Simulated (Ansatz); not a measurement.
## Bi under changes of volume

One of the cells (35.070 Å³/atom); the others are scaled copies at fixed shape and fractional positions:

```
CELL_PARAMETERS angstrom
2.26750 1.30914 3.93800
-2.26750 1.30914 3.93800
0.00000 -2.61828 3.93800
ATOMIC_POSITIONS crystal
Bi 0.76600 0.76600 0.76600
Bi 0.23400 0.23400 0.23400
```

* Program: Ansatz 0.2.0
* Functional: PBE0
* Potentials or basis: Ansatz PAW
* Cutoff: 420 eV (not typed: the program's choice for these potentials)
* k mesh: 4 × 4 × 4
* Occupations: fermi-dirac, width 0.05 eV
* Spin: no spin polarisation

```tsv
volume (Å³/atom)	energy over the lowest point (meV/atom)	pressure (GPa)	gap on the mesh (eV)	largest force (eV/Å)
32.965	?	?	?	?
33.667	12.09	2.6	0.68	0.142
34.368	3.54	1.4	0.69	0.239
35.070	0.00	0.3	0.71	0.330
35.771	0.99	-0.7	0.72	0.414
36.472	6.01	-1.6	0.74	0.493
37.174	14.61	-2.4	0.75	0.567
```

Question: What does the run at 32.965 Å³/atom give?

Answer: Energy over the lowest point 26.29 meV/atom; pressure 3.9 GPa; gap on the mesh 0.66 eV; largest force 0.038 eV/Å.

Worked out: A Birch-Murnaghan fit of order 3 (a polynomial in V^(-2/3)) to the other rows has its minimum at 35.26 Å³/atom with B0 = V·E''(V) = 50 GPa and B' = 4.7 at fixed shape and positions, which overstates the stiffness. It gives 26.33 meV/atom at 32.965 Å³/atom, against the run's 26.29, and -dE/dV = 3.9 GPa, against 3.9. A straight line through the other rows of the gap, of slope 0.735 eV per unit of ln V (its deformation potential), extrapolates to 0.66 eV, against the run's 0.66.

Energies are extrapolated to zero smearing.

Caveats: some runs use coarse meshes; spin-orbit coupling is left out, which as a rule narrows the gap of such compounds by several tenths of an eV; the PAW data sets come from PBE, with cores solved anew for the run's functional, which leaves a small shift of forces and pressure; the thresholds are loose for stress.

A mesh can miss the band edges.
